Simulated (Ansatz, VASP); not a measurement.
## One calculation of BaS, two programs

```xyz
2
Lattice="0.0000 3.2144 3.2144 3.2144 0.0000 3.2144 3.2144 3.2144 0.0000" Properties=species:S:1:pos:R:3 pbc="T T T"
Ba    0.0000    0.0000    0.0000
S     3.2144    3.2144    3.2144
```

Alike in both runs: functional PBE; k mesh 8 × 8 × 8; occupations gaussian, width 0.02 eV; no spin polarisation.

Ansatz relaxed the structure, and its values are those at the end. VASP's run is a single point on that final structure, the one shown.

```csv
,VASP,Ansatz
version,VASP 6.6.1,Ansatz 0.2.0
potentials or method,"VASP PAW PBE potentials, release 64 (Ba_sv, S)","scalar-relativistic, plane waves, PAW"
plane-wave cutoff (eV),520,420
valence electrons in the cell,16,16
```

VASP gave:

| Quantity | Value |
| --- | --- |
| gap on the k mesh at the Fermi level (eV) | 2.14 |
| least direct gap on the mesh (eV) | 2.29 |
| pressure (GPa) | 0.5 |

Question: Which values does Ansatz return?

Answer: gap on the k mesh at the Fermi level (eV): 2.23; least direct gap on the mesh (eV): 2.35; pressure (GPa): 0.0.

With one functional, cell and mesh, what is left measures potentials, basis and numerics.

Caveats: spin-orbit coupling is left out, which moves the levels of the heavy elements. A k mesh can miss the band edges.
